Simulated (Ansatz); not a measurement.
**GaN at 50 GPa: from Born charge to LO–TO splitting and polaron coupling**

Theory: DFT PBEsol, scalar-relativistic, plane waves, PAW (Ansatz). Plane waves to 420 eV; Γ-centred k mesh 10×10×10; fixed occupations. No spin polarisation. Phonons by linear response, acoustic sum rule imposed.

The cell, relaxed at 50 GPa:
```
Ga N
1.0
     0.00000    2.11815    2.11815
     2.11815    0.00000    2.11815
     2.11815    2.11815    0.00000
Ga N
1 1
Direct
  0.00000 0.00000 0.00000
  0.75000 0.75000 0.75000
```

Other phases may be more stable at this pressure.

Linear response gives ν_TO = 696.4 cm⁻¹, Born charges ±2.567 e (positive on Ga) and ε∞ = 5.244. The primitive cell holds 19.006 Å³, and the masses are 69.723 and 14.007 amu.

Q: Find ν_LO and the static dielectric constant.

A: The long-wave field adds a restoring force: ω_LO² − ω_TO² = Z*²e²/(ε_vac ε∞ μV). In these units ν_LO² − ν_TO² = 4.92064×10⁷ Z*²/(μ V ε∞) cm⁻², with μ = m₁m₂/(m₁ + m₂) = 11.664 amu: 278854 cm⁻². So ν_LO = √(696.4² + 278854) = 873.9 cm⁻¹, and the run gives 873.9. Lyddane–Sachs–Teller then gives ε0 = ε∞ (ν_LO/ν_TO)² = 8.26, against 8.26 in the run (it forms both from the same three quantities, so the match checks the arithmetic only). Between ν_TO and ν_LO the dielectric function is negative and an undamped crystal reflects fully: a reststrahlen band from 11.4 to 14.4 μm.

Q: What do the Clausius–Mossotti polarisability and the Szigeti charge come to?

A: With the Lorentz local field, α = (3V/4π)(ε∞ − 1)/(ε∞ + 2) = 2.66 Å³ for the pair, and e_S = 3Z*/(ε∞ + 2) = 1.06 e. The Born charge includes the electrons' response to the dipole's own local field, and e_S takes that enhancement out. The Lorentz field assumes point-like polarisable ions, a poor picture once ε∞ is this large, since the electron clouds then overlap or are shared, so both numbers are formal here.

Q: How strongly does a slow electron couple to the LO mode?

A: For one isotropic parabolic band, Fröhlich's constant is α_F = (1/ε∞ − 1/ε0) √(m* Ry/ħω_LO), with Ry = 13.606 eV, ħω_LO = 108.4 meV and m* in free-electron masses: α_F = 0.0696 × 11.21 × √m* = 0.78 √m*. The band mass isn't part of this run; for m* = 0.1, 0.3 and 1 it gives 0.25, 0.43, 0.78. In weak coupling the polaron lies α_F ħω_LO below the band edge (46 meV at m* = 0.3) with a mass m*(1 + α_F/6); past α_F of about 5 or 6 that expansion fails. A semilocal functional's ε∞ tends to be too large, which taken alone lowers α_F.

This zinc-blende form isn't the usual stable structure of the compound at low pressure.

Cost: 1 run of about 1.5 core-minutes, on Intel Xeon Processor @ 2.50GHz (Skylake/Cascade Lake) (shared hosts).